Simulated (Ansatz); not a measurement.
The system is CdSe.

```xyz
2
Lattice="0.0000 2.8740 2.8740 2.8740 0.0000 2.8740 2.8740 2.8740 0.0000" Properties=species:S:1:pos:R:3 pbc="T T T"
Cd    0.0000    0.0000    0.0000
Se    2.8740    2.8740    2.8740
```

Measurements of this composition are mostly on another form, of space group No. 186.

Base run:

```yaml
Program: Ansatz 0.2.0
Functional: PBE
Potentials_or_basis: Ansatz PAW
Cutoff: "420 eV (not typed: the program's choice for these potentials)"
k_mesh: 6 × 6 × 6
Occupations: fermi-dirac, width 0.05 eV
Spin: spin-orbit coupling, no magnetisation
```

Its results: band gap on the k mesh none (metal or under the smearing width); pressure -0.3 GPa.

Question: The run is repeated on the same cell with these changes: functional from PBE to LDA. What comes out?

Answer: Band gap on the k mesh none (metal or under the smearing width); pressure -5.9 GPa.

LDA binds more tightly than PBE, so the same cell stands under less pressure.

Caveats: the PAW data sets come from PBE, with cores solved anew for the run's functional, which leaves a small shift of forces and pressure (some runs).
